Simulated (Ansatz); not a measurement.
## Two-dimensional strain map in SnO

Theory: Ansatz 0.2.0, DFT PBE, scalar-relativistic, plane waves, PAW. Cutoff 420 eV, Γ-centred 10×10×8 k-points, Gaussian smearing of 0.05 eV. No spin polarisation. Energies are free energies at this smearing, counted from the undisturbed cell; pressure is positive in compression.

Reference structure (relaxed at this level):

```
Sn O
1.0
     3.86817    0.00000    0.00000
     0.00000    3.86817    0.00000
     0.00000    0.00000    5.06728
Sn O
2 2
Direct
  0.00000 0.50000 0.22874
  0.50000 0.00000 0.77126
  0.00000 0.00000 0.00000
  0.50000 0.50000 0.00000
```

The cell is strained by p along both x and y and by q along z, fractional coordinates fixed. Points are written (p, q).

Energy above the undisturbed cell in meV/atom (a dash: not computed):

```
 p \ q  -0.030  -0.015  0.000  0.015  0.030
-0.030    43.7    32.6   24.6   19.5   17.4
-0.015       ?       ?    5.9    4.2    5.2
 0.000     5.4     1.4    0.0    1.2      ?
 0.015     5.0     4.0    5.4    9.3   15.5
 0.030    15.3    17.0   20.9      ?   35.4
```

Fill in the withheld energies.

(-0.015, -0.030): 17.7; (-0.015, -0.015): 10.4; (0.000, 0.030): 5.0; (0.030, 0.015): 27.0.

Cost: 25 runs of about 9.9 core-minutes in all, on Intel Xeon Processor @ 2.50GHz (Skylake/Cascade Lake) (shared hosts).